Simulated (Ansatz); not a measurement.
# Se: the cost of one run

Computed with Ansatz 0.2.0 (DFT LDA, scalar-relativistic, unless a step's input says otherwise).

### 1 The starting structure

It takes space group P3_221 (No. 154, trigonal). The conventional cell has a = 4.355 Å, b = 4.355 Å, c = 4.949 Å, α = 90.00°, β = 90.00°, γ = 120.00°. Se (site symmetry 2) is surrounded by 2 Se at 2.32 Å.

Coordinates:

```cif
data_structure
_symmetry_space_group_name_H-M 'P3_221'
_symmetry_Int_Tables_number 154
_cell_length_a 4.3552
_cell_length_b 4.3552
_cell_length_c 4.9495
_cell_angle_alpha 90.000
_cell_angle_beta 90.000
_cell_angle_gamma 120.000
_cell_volume 81.30
loop_
_atom_site_label
_atom_site_type_symbol
_atom_site_symmetry_multiplicity
_atom_site_Wyckoff_symbol
_atom_site_fract_x
_atom_site_fract_y
_atom_site_fract_z
_atom_site_occupancy
Se1 Se 3 b 0.21700 0.00000 0.16667 1
```

The file gives the conventional cell by its symmetry; the runs use the cell typed in the input.

Atoms are numbered in the order of the input: Se1, Se2, Se3.

### 2 Volume × 0.94, LAPW

Input file input.yaml:

```yaml
crystal:
  lattice:
    - [4.2662637173, 0.0, 0.0]
    - [-2.1331318586, 3.6946927584, 0.0]
    - [0.0, 0.0, 4.8484124658]
  atoms:
    - { symbol: Se, position: [0.217, 0.0, 0.1666666667] }
    - { symbol: Se, position: [0.0, 0.217, 0.8333333333] }
    - { symbol: Se, position: [0.783, 0.783, 0.5] }
kpoints:
  mp_grid: { grid: [8, 8, 6] }
  band_path:
    path:
      - [0.0, 0.0, 0.0]
      - [0.5, 0.0, 0.0]
      - [0.3333333333, 0.3333333333, 0.0]
      - [0.0, 0.0, 0.0]
      - [0.0, 0.0, 0.5]
      - [0.5, 0.0, 0.5]
      - [0.3333333333, 0.3333333333, 0.5]
      - [0.0, 0.0, 0.5]
      - [0.5, 0.0, 0.5]
    npoints: 5
scf:
  occupations: { method: fermi_dirac, width: 0.03 }
hamiltonian:
  xc: lda
  pseudopotentials: { kind: all_electron, lapw: { basis_error: 0.0005 } }
output:
  forces: true
  stress: true
  eigenvalues: true
```

Started as:

```sh
$ ansatz run input.yaml --threads 1 --pin off --max-ram 6144MiB --backend cpu --events-out ev --progress --plain --runs-dir out
```

**Question.** How long does this run take on 1 thread of Arm Neoverse V2, shared host, and how much memory does it need?

About 2 min, with a peak of 0.5 GiB.
